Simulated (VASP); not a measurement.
C:

```xyz
2
Lattice="0.0000 1.7834 1.7834 1.7834 0.0000 1.7834 1.7834 1.7834 0.0000" Properties=species:S:1:pos:R:3 pbc="T T T"
C     0.0000    0.0000    0.0000
C     0.8917    0.8917    0.8917
```

This isn't the form of C at room conditions, which is graphite.

```yaml
Program: VASP 6.6.1
Task: relaxation of cell and atoms
Functional: LDA
Potentials_or_basis: VASP PAW LDA potentials, release 64 (C)
Cutoff: 600 eV
k_mesh: 17 × 17 × 17
Occupations: fermi-dirac, width 0.05 eV
Spin: no spin polarisation
```

At the start: pressure -12.4 GPa; volume 5.67 Å³/atom.

Task: Where does the relaxation end?

Result: Over 3 steps the energy falls by 6.2 meV/atom and the volume is 5.52 Å³/atom (-2.7 %); space group Fd-3m (No. 227, to 0.05 Å).

The path:
```csv
step,energy change (eV),largest force (eV/Å),pressure (GPa),volume (Å³)
1,0.0000,0.0000,-12.37,11.34
2,0.0090,0.0000,17.94,10.64
3,-0.0123,0.0000,-0.11,11.03
```

Final structure:
```yaml
crystal:
  lattice:
    - [0.00000, 1.76696, 1.76696]
    - [1.76696, 0.00000, 1.76696]
    - [1.76696, 1.76696, 0.00000]
  atoms:
    - { symbol: C, position: [0.00000, 0.00000, 0.00000] }
    - { symbol: C, position: [0.25000, 0.25000, 0.25000] }
```
